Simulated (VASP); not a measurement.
# Ge (P6_3/mmc) in VASP: settings compared

Aim: see how the results for Ge move with the level of theory and the settings. Levels: PBEsol, RPBE. Tasks: relaxation of cell and atoms.

Everything below comes from runs of VASP 6.6.1. Logs are shortened: lines on timing, memory, paths and dates and some standing lists are left out, and cuts for length are marked.

**1. The structure**

Symmetry: P6_3/mmc, No. 194, hexagonal system. The conventional cell has a = 3.998 Å, b = 3.998 Å, c = 6.599 Å, α = 90.00°, β = 90.00°, γ = 120.00°. Ge (site symmetry 3m) is surrounded by 4 Ge at 2.45 to 2.47 Å.

This isn't the form of Ge at room conditions, which is diamond.

**2. Relaxation of cell and atoms, PBEsol**

The input, INCAR:

```
PREC = Accurate
ENCUT = 600
EDIFF = 1E-6
ISMEAR = 0
SIGMA = 0.03
LREAL = F
LASPH = T
NELM = 80
ALGO = Normal
ISIF = 3
LWAVE = F
LCHARG = F
GGA = PS
IBRION = 2
NSW = 90
EDIFFG = -0.01
KPAR = 2
```

The input, KPOINTS:

```
Automatic mesh
0
Gamma
  12 12 5
```

The input, POSCAR:

```
Ge
1.0
    3.9975858431      0.0000000000      0.0000000000
   -1.9987929216      3.4620108940      0.0000000000
    0.0000000000      0.0000000000      6.5993779500
Ge
4
Direct
    0.6666666700      0.3333333300      0.0629012500
    0.3333333300      0.6666666700      0.5629012500
    0.6666666700      0.3333333300      0.4370987500
    0.3333333300      0.6666666700      0.9370987500
```

Potentials or basis: VASP PAW PBE potentials, release 64 (Ge_d).

Launch:

```console
> cat potpaw_PBE.64/Ge_d/POTCAR > POTCAR
> mpirun -np 2 vasp_std > vasp.out
```

OUTCAR:

```text
PREC = Accurate
   ENCUT = 600
   EDIFF = 1E-6
   ISMEAR = 0
   LREAL = F
   LASPH = T
   NELM = 80
   ISIF = 3
   GGA = PS
   IBRION = 2
   NSW = 90
   EDIFFG = -0.01

 ion  position               nearest neighbor table
   1  0.667  0.333  0.063-   4 2.45   4 2.45   4 2.45   3 2.47
   2  0.333  0.667  0.563-   3 2.45   3 2.45   3 2.45   4 2.47
   3  0.667  0.333  0.437-   2 2.45   2 2.45   2 2.45   1 2.47
   4  0.333  0.667  0.937-   1 2.45   1 2.45   1 2.45   2 2.47

  LATTYP: Found a hexagonal cell.
 ALAT       =     3.9975858431
 C/A-ratio  =     1.6508408347

  Lattice vectors:

 A1 = (   3.9975858431,   0.0000000000,   0.0000000000)
 A2 = (  -1.9987929216,   3.4620108940,   0.0000000000)
 A3 = (   0.0000000000,   0.0000000000,   6.5993779500)

Analysis of symmetry for initial positions (statically):
=====================================================================
 Subroutine PRICEL returns:
 Original cell was already a primitive cell.

 Routine SETGRP: Setting up the symmetry group for a
 hexagonal supercell.

 Subroutine GETGRP returns: Found 24 space group operations
 (whereof 12 operations were pure point group operations)
 out of a pool of 24 trial point group operations.

The static configuration has the point symmetry D_3d.
 The point group associated with its full space group is D_6h.

Analysis of symmetry for dynamics (positions and initial velocities):
=====================================================================
 Subroutine PRICEL returns:
 Original cell was already a primitive cell.

 Routine SETGRP: Setting up the symmetry group for a
 hexagonal supercell.

 Subroutine GETGRP returns: Found 24 space group operations
 (whereof 12 operations were pure point group operations)
 out of a pool of 24 trial point group operations.

The dynamic configuration has the point symmetry D_3d.
 The point group associated with its full space group is D_6h.

 Subroutine INISYM returns: Found 24 space group operations
 (whereof 12 operations are pure point group operations),
 and found     1 'primitive' translations

----------------------------------------------------------------------------------------

                                     Primitive cell

  volume of cell :      91.3333

  direct lattice vectors                    reciprocal lattice vectors
     3.997585843  0.000000000  0.000000000     0.250150976  0.144424733  0.000000000
    -1.998792922  3.462010894  0.000000000     0.000000000  0.288849467  0.000000000
     0.000000000  0.000000000  6.599377950     0.000000000  0.000000000  0.151529433

  length of vectors
     3.997585843  3.997585843  6.599377950     0.288849467  0.288849467  0.151529433

  position of ions in fractional coordinates (direct lattice)
     0.666666670  0.333333330  0.062901250
     0.333333330  0.666666670  0.562901250
     0.666666670  0.333333330  0.437098750
     0.333333330  0.666666670  0.937098750

  ion indices of the primitive-cell ions
   primitive index   ion index
                 1           1
                 2           2
                 3           3
                 4           4

----------------------------------------------------------------------------------------

 KPOINTS: Automatic mesh

Automatic generation of k-mesh.
 Grid dimensions read from file:
 generate k-points for:   12   12    5

 Generating k-lattice:

  Cartesian coordinates                     Fractional coordinates (reciprocal lattice)
     0.020845915  0.012035394  0.000000000     0.083333333  0.000000000  0.000000000
     0.000000000  0.024070789  0.000000000     0.000000000  0.083333333  0.000000000
     0.000000000  0.000000000  0.030305887     0.000000000  0.000000000  0.200000000

  Length of vectors
     0.024070789  0.024070789  0.030305887

  Shift w.r.t. Gamma in fractional coordinates (k-lattice)
     0.000000000  0.000000000  0.000000000

 Subroutine IBZKPT returns following result:
 ===========================================

 Found     57 irreducible k-points:

 Following reciprocal coordinates:
            Coordinates               Weight
  0.000000  0.000000  0.000000      1.000000
  0.083333  0.000000  0.000000      6.000000
  0.166667  0.000000  0.000000      6.000000
  0.250000  0.000000  0.000000      6.000000
  0.333333  0.000000  0.000000      6.000000
  0.416667  0.000000  0.000000      6.000000
[... 16 lines left out ...]
  0.250000  0.000000  0.200000     12.000000
  0.333333  0.000000  0.200000     12.000000
 [... further k-points ...]
   k-points           NKPTS =     57   k-points in BZ     NKDIM =     57   number of bands    NBANDS=     33
   number of dos      NEDOS =    301   number of ions     NIONS =      4
   total plane-waves  NPLWV =  55296
   dimension x,y,z NGX =    32 NGY =   32 NGZ =   54
   dimension x,y,z NGXF=    64 NGYF=   64 NGZF=  108
   ions per type =               4
   NGX,Y,Z   is equivalent  to a cutoff of  13.31, 13.31, 13.60 a.u.
   NGXF,Y,Z  is equivalent  to a cutoff of  26.62, 26.62, 27.21 a.u.
 SYSTEM =  unknown system
   PREC   = accura    normal or accurate (medium, high low for compatibility)
   ISTART =      0    job   : 0-new  1-cont  2-samecut
   ICHARG =      2    charge: 1-file 2-atom 10-const
   ISPIN  =      1    spin polarized calculation?
   LNONCOLLINEAR =      F non collinear calculations
   LSORBIT =      F    spin-orbit coupling
   LASPH  =      T    aspherical Exc in radial PAW
   ENCUT  =  600.0 eV  44.10 Ry    6.64 a.u.   7.98  7.98 13.18*2*pi/ulx,y,z
   NELM   =     80;   NELMIN=  2; NELMDL= -5     # of ELM steps
   EDIFF  = 0.1E-05   stopping-criterion for ELM
   LREAL  =      F    real-space projection
   EDIFFG = -.1E-01   stopping-criterion for IOM
   NSW    =     90    number of steps for IOM
   IBRION =      2    ionic relax: 0-MD 1-quasi-New 2-CG
   NFREE  =      1    steps in history (QN), initial steepest desc. (CG)
   ISIF   =      3    stress and relaxation
   ISYM   =      2    0-nonsym 1-usesym 2-fastsym
   POTIM  = 0.5000    time-step for ionic-motion
   TEBEG  =    0.0;   TEEND  =   0.0 temperature during run
   PSTRESS=    0.0 pullay stress
   NELECT =      56.0000    total number of electrons
   NUPDOWN=      -1.0000    fix difference up-down
   EMIN   =  10.00;   EMAX   =-10.00  energy-range for DOS
   EFERMI =   0.00;   METHOD = LEGACY
   ISMEAR =     0;   SIGMA  =   0.03  broadening in eV -4-tet -1-fermi 0-gaus
   EFERMI_NEDOS =   21; number of points for ismear=-14 and -15
   IALGO  =     38    algorithm
   IMIX   =      4    mixing-type and parameters
     AMIX     =   0.40;   BMIX     =  1.00
     AMIX_MAG =   1.60;   BMIX_MAG =  1.00
  volume/ion in A,a.u.               =      22.83       154.09
  Fermi-wavevector in a.u.,A,eV,Ry     =   1.390789  2.628209 26.317650  1.934293
  Thomas-Fermi vector in A             =   2.514690
   LORBIT       =      0    0 simple, 1 ext, 2 COOP (PROOUT), +10 PAW based schemes
   GGA     = PS    functional components
   LHFCALC =     F    Hartree Fock is set to
   AEXX    =    0.0000 exact exchange contribution
   IVDW    =     0    specifies the selected vdW correction
   LEPSILON=     F    determine dielectric tensor
   LRPA    =     F    only Hartree local field effects (RPA)
 conjugate gradient relaxation of ions
 non-spin polarized calculation
 Gauss-broadening in eV      SIGMA  =   0.03
  energy-cutoff  :      600.00
  volume of cell :       91.33
 maximum number of plane-waves:      3072
 NGX is ok and might be reduce to    32
   NGX = 15   NGY = 15   NGZ = 27

--------------------------------------- Ionic step        1  -------------------------------------------

 number of electron      55.9999987 magnetization

 Free energy of the ion-electron system (eV)
  ---------------------------------------------------
  ext. energy  EPLUGINS =         0.00000000
  ---------------------------------------------------
  free energy    TOTEN  =       -19.68408342 eV

  energy without entropy =      -19.68396464  energy(sigma->0) =      -19.68402403

------------------------ aborting loop because EDIFF is reached ----------------------------------------

  FORCE on cell =-STRESS in cart. coord.  units (eV):
  Direction    XX          YY          ZZ          XY          YZ          ZX
  --------------------------------------------------------------------------------------
  -------------------------------------------------------------------------------------
  Total       -0.0668960     -0.0668960     -0.1065334      0.0000000      0.0000000      0.0000000
  in kB       -1.1734957     -1.1734957     -1.8688193      0.0000000      0.0000000      0.0000000
  external PRESSURE =      -1.4052703 kB  Pullay stress =       0.0000000 kB
[... 61 lines left out ...]
  energy  without entropy=      -19.6839462492  energy(sigma->0) =      -19.68400249

--------------------------------------- Ionic step        3  -------------------------------------------

 number of electron      55.9999988 magnetization

 Free energy of the ion-electron system (eV)
  ---------------------------------------------------
  ext. energy  EPLUGINS =         0.00000000
  ---------------------------------------------------
  free energy    TOTEN  =       -19.68412954 eV

  energy without entropy =      -19.68401097  energy(sigma->0) =      -19.68407026

 E-fermi :   4.8270     XC(G=0): -10.0875

 val. band max:        4.8098387269   @ k =   0.0000   0.0000   0.0000
 cond. band min:       4.8339227932   @ k =   0.0000   0.0000   0.2000
 fundamental gap:      0.0240840663
 Fermi energy:         4.8270097583

 k-point     1 :       0.0000    0.0000    0.0000
  band No.  band energies     occupation
      1     -20.0029      2.00000
      2     -20.0029      2.00000
      3     -19.9646      2.00000
      4     -19.9644      2.00000
      5     -19.9644      2.00000
      6     -19.9515      2.00000
[... 853 lines left out ...]
     32       8.9215      0.00000
     33       9.5775      0.00000

 [... further k-points ...]

------------------------ aborting loop because EDIFF is reached ----------------------------------------

  FORCE on cell =-STRESS in cart. coord.  units (eV):
  Direction    XX          YY          ZZ          XY          YZ          ZX
  --------------------------------------------------------------------------------------
  -------------------------------------------------------------------------------------
  Total       -0.0154173     -0.0154173     -0.0385032      0.0000000     -0.0000000      0.0000000
  in kB       -0.2707281     -0.2707281     -0.6761190      0.0000000     -0.0000000      0.0000000
  external PRESSURE =      -0.4058584 kB  Pullay stress =       0.0000000 kB
[... 19 lines left out ...]
  FREE ENERGIE OF THE ION-ELECTRON SYSTEM (eV)
  ---------------------------------------------------
  free  energy   TOTEN  =       -19.6841295449 eV

  energy  without entropy=      -19.6840109711  energy(sigma->0) =      -19.68407026

 reached required accuracy - stopping structural energy minimisation
```

Wall time 96 s (2 MPI ranks of Intel Xeon 6975P-C (Granite Rapids), shared host); peak memory 0.32 GiB.

What came out:

| Item | Value |
| --- | --- |
| Free energy | -19.6841 eV |
| Relaxed volume | 22.81 Å³/atom |
| Relaxed cell | a = 3.996 Å, b = 3.996 Å, c = 6.596 Å, α = 90.00°, β = 90.00°, γ = 120.00° |
| Space group after relaxing (to 0.05 Å) | P6_3/mmc (No. 194) |
| Energy gained by relaxing | 0.0 meV/atom |
| Ionic steps | 3 |
| Pressure after relaxing | 0.0 GPa |
| Band gap on the k mesh | 0.02 eV, indirect (least direct gap 0.12 eV) |

Final structure:
```xyz
4
Lattice="3.9964 0.0000 0.0000 -1.9982 3.4610 0.0000 0.0000 0.0000 6.5964" Properties=species:S:1:pos:R:3 pbc="T T T"
Ge    1.9982    1.1537    0.4150
Ge    0.0000    2.3073    3.7131
Ge    1.9982    1.1537    2.8832
Ge    0.0000    2.3073    6.1814
```

Levels at points of the mesh, in eV from the valence-band top:
| k point | band 26 | band 27 | band 28 | band 29 | band 30 | band 31 |
| --- | --- | --- | --- | --- | --- | --- |
| (0.00, 0.00, 0.00) | -0.13 | -0.11 | 0.00 | 0.15 | 0.15 | 2.27 |
| (0.50, 0.00, 0.00) | -3.05 | -2.81 | -1.42 | 0.49 | 1.64 | 3.52 |

Caveat: the PAW data sets were made with another functional, which shifts forces and pressure a little; an odd mesh through Γ misses points on the zone boundary, where band edges often lie.

**3. Relaxation of cell and atoms, PBEsol**

Changes to INCAR since step 2:

```diff
@@ -2,3 +2,3 @@
 ENCUT = 600
-EDIFF = 1E-6
+EDIFF = 1E-7
 ISMEAR = 0
@@ -15,3 +15,3 @@
 NSW = 90
-EDIFFG = -0.01
+EDIFFG = -0.005
 KPAR = 2
```

KPOINTS is that of step 2.

The input, POSCAR:

```
Ge                                      
1.0
    3.9964461171      0.0000000000      0.0000000000
   -1.9982230586      3.4610238623      0.0000000000
   -0.0000000000      0.0000000000      6.5963816074
  Ge            
     4
Direct
     0.6666666699999979    0.3333333300000021    0.0629063895013788
     0.3333333300000021    0.6666666699999979    0.5629063895013788
     0.6666666699999979    0.3333333300000021    0.4370936104986212
     0.3333333300000021    0.6666666699999979    0.9370936104986212
```

Potentials or basis: VASP PAW PBE potentials, release 64 (Ge_d).

Launch:

```console
> cat potpaw_PBE.64/Ge_d/POTCAR > POTCAR
> mpirun -np 2 vasp_std > vasp.out
```

Wall time 68 s (2 MPI ranks of Intel Xeon 6975P-C (Granite Rapids), shared host); peak memory 0.3 GiB.

The run converged. Its results:

```
Free energy                            : -19.6841 eV
Relaxed volume                         : 22.80 Å³/atom
Relaxed cell                           : a = 3.996 Å, b = 3.996 Å, c = 6.594 Å, α = 90.00°, β = 90.00°, γ = 120.00°
Space group after relaxing (to 0.05 Å) : P6_3/mmc (No. 194)
Energy gained by relaxing              : 0.0 meV/atom
Ionic steps                            : 2
Pressure after relaxing                : 0.0 GPa
Band gap on the k mesh                 : 0.02 eV, indirect (least direct gap 0.12 eV)
```

Forces on the atoms (eV/Å):
```
Ge   0.000  0.000 -0.003
Ge   0.000  0.000 -0.003
Ge   0.000  0.000  0.003
Ge   0.000  0.000  0.003
```

Final structure:
```
CELL_PARAMETERS angstrom
3.99597 0.00000 0.00000
-1.99798 3.46061 0.00000
0.00000 0.00000 6.59391
ATOMIC_POSITIONS crystal
Ge 0.66667 0.33333 0.06291
Ge 0.33333 0.66667 0.56291
Ge 0.66667 0.33333 0.43709
Ge 0.33333 0.66667 0.93709
```

Levels at points of the mesh, in eV from the valence-band top:
```csv
k point,band 25,band 26,band 27,band 28,band 29,band 30,band 31,band 32
"(0.00, 0.00, 0.00)",-1.46,-0.14,-0.11,0.00,0.15,0.15,2.26,2.26
"(0.50, 0.00, 0.00)",-4.59,-3.06,-2.82,-1.42,0.48,1.64,3.51,3.70
```

Caveat: the PAW data sets were made with another functional, which shifts forces and pressure a little; an odd mesh through Γ misses points on the zone boundary, where band edges often lie. A hybrid or GW would open this gap; PBEsol tends to underestimate it.

**4. Relaxation of cell and atoms, RPBE**

The input, INCAR:

```
PREC = Accurate
ENCUT = 600
EDIFF = 1E-6
ISMEAR = 0
SIGMA = 0.03
LREAL = False
LASPH = True
NELM = 80
ALGO = Normal
ISIF = 3
LWAVE = False
LCHARG = False
GGA = RP
IBRION = 2
NSW = 90
EDIFFG = -0.01
```

The input, KPOINTS:

```
regular mesh
0
Gamma
  12 12 5
```

The input, POSCAR:

```
Ge
1.0
    3.9975858431      0.0000000000      0.0000000000
   -1.9987929216      3.4620108940      0.0000000000
    0.0000000000      0.0000000000      6.5993779500
Ge
4
Direct
    0.6666666700      0.3333333300      0.0629012500
    0.3333333300      0.6666666700      0.5629012500
    0.6666666700      0.3333333300      0.4370987500
    0.3333333300      0.6666666700      0.9370987500
```

Launch:

```console
> cat potpaw_PBE.64/Ge_d/POTCAR > POTCAR
> mpirun -np 1 vasp_std > vasp.out
```

It took 5.7 min on 1 thread of Intel Xeon 6975P-C (Granite Rapids), shared host; peak memory 0.33 GiB.

It converged, with:

| Quantity | Value |
| --- | --- |
| Free energy | -16.6638 eV |
| Relaxed volume | 24.55 Å³/atom |
| Relaxed cell | a = 4.098 Å, b = 4.098 Å, c = 6.754 Å, α = 90.00°, β = 90.00°, γ = 120.00° |
| Space group after relaxing (to 0.05 Å) | P6_3/mmc (No. 194) |
| Energy gained by relaxing | 23.1 meV/atom |
| Ionic steps | 8 |
| Pressure after relaxing | 0.0 GPa |
| Band gap on the k mesh | none (metal or under the smearing width) |

The path:
```tsv
step	energy change (eV)	largest force (eV/Å)	pressure (GPa)	volume (Å³)
1	0.0000	0.0123	4.62	91.33
2	-0.0844	0.0340	-1.11	100.31
3	-0.0921	0.0235	0.07	98.15
4	-0.0921	0.0253	-0.05	98.29
5	-0.0922	0.0033	-0.15	98.29
6	-0.0922	0.0016	-0.06	98.29
7	-0.0922	0.0015	0.08	98.19
8	-0.0922	0.0007	-0.04	98.21
```

Final structure:
```cif
data_structure
_symmetry_space_group_name_H-M 'P 1'
_symmetry_Int_Tables_number 1
_cell_length_a 4.0977
_cell_length_b 4.0977
_cell_length_c 6.7541
_cell_angle_alpha 90.000
_cell_angle_beta 90.000
_cell_angle_gamma 120.000
_cell_volume 98.21
loop_
_atom_site_label
_atom_site_type_symbol
_atom_site_fract_x
_atom_site_fract_y
_atom_site_fract_z
_atom_site_occupancy
Ge1 Ge 0.66667 0.33333 0.06273 1
Ge2 Ge 0.33333 0.66667 0.56273 1
Ge3 Ge 0.66667 0.33333 0.43727 1
Ge4 Ge 0.33333 0.66667 0.93727 1
```

Levels at points of the mesh, in eV from the Fermi level:
```csv
k point,band 24,band 25,band 26,band 27,band 28,band 29,band 30,band 31,band 32,band 33
"(0.00, 0.00, 0.00)",-1.33,-1.33,-0.51,-0.15,-0.09,0.14,0.14,2.31,2.31,2.75
"(0.50, 0.00, 0.00)",-6.51,-4.15,-2.78,-2.48,-1.30,0.72,1.54,3.70,3.73,4.23
```

Caveat: the PAW data sets were made with another functional, which shifts forces and pressure a little.

**5. Relaxation of cell and atoms, RPBE**

This run uses another cell than the first one, of 24.55 Å³/atom, 1.075 times its volume.

Changes to INCAR since step 4:

```diff
@@ -2,3 +2,3 @@
 ENCUT = 600
-EDIFF = 1E-6
+EDIFF = 1E-7
 ISMEAR = 0
@@ -15,2 +15,2 @@
 NSW = 90
-EDIFFG = -0.01
+EDIFFG = -0.005
```

KPOINTS is that of step 4.

The input, POSCAR:

```
Ge                                      
1.0
    4.0976762515     -0.0000000000      0.0000000000
   -2.0488381258      3.5486917304     -0.0000000000
   -0.0000000000     -0.0000000000      6.7541449753
  Ge            
     4
Direct
     0.6666666699999979    0.3333333300000021    0.0627289387682372
     0.3333333300000021    0.6666666699999979    0.5627289387682372
     0.6666666699999979    0.3333333300000021    0.4372710612317628
     0.3333333300000021    0.6666666699999979    0.9372710612317628
```

Launch:

```console
> cat potpaw_PBE.64/Ge_d/POTCAR > POTCAR
> mpirun -np 1 vasp_std > vasp.out
```

Run time: 1.7 min. Hardware: 1 thread of Intel Xeon 6975P-C (Granite Rapids), shared host; peak memory 0.33 GiB.

It converged, with:

```yaml
Free_energy: -16.6643 eV
Pressure_after_relaxing: 0.0 GPa
Band_gap_on_the_k_mesh: none (metal or under the smearing width)
```

Final structure:
```
CELL_PARAMETERS angstrom
4.09768 0.00000 0.00000
-2.04884 3.54869 0.00000
0.00000 0.00000 6.75414
ATOMIC_POSITIONS crystal
Ge 0.66667 0.33333 0.06273
Ge 0.33333 0.66667 0.56273
Ge 0.66667 0.33333 0.43727
Ge 0.33333 0.66667 0.93727
```

Levels at points of the mesh, in eV from the Fermi level:
```
           k point  band 24  band 25  band 26  band 27  band 28  band 29  band 30  band 31  band 32  band 33
(0.00, 0.00, 0.00)    -1.33    -1.33    -0.51    -0.15    -0.09     0.14     0.14     2.31     2.31     2.75
(0.50, 0.00, 0.00)    -6.51    -4.15    -2.78    -2.48    -1.30     0.72     1.54     3.70     3.73     4.23
```

Caveat: the relaxation stopped at its first step, so nothing moved; the PAW data sets were made with another functional, which shifts forces and pressure a little.
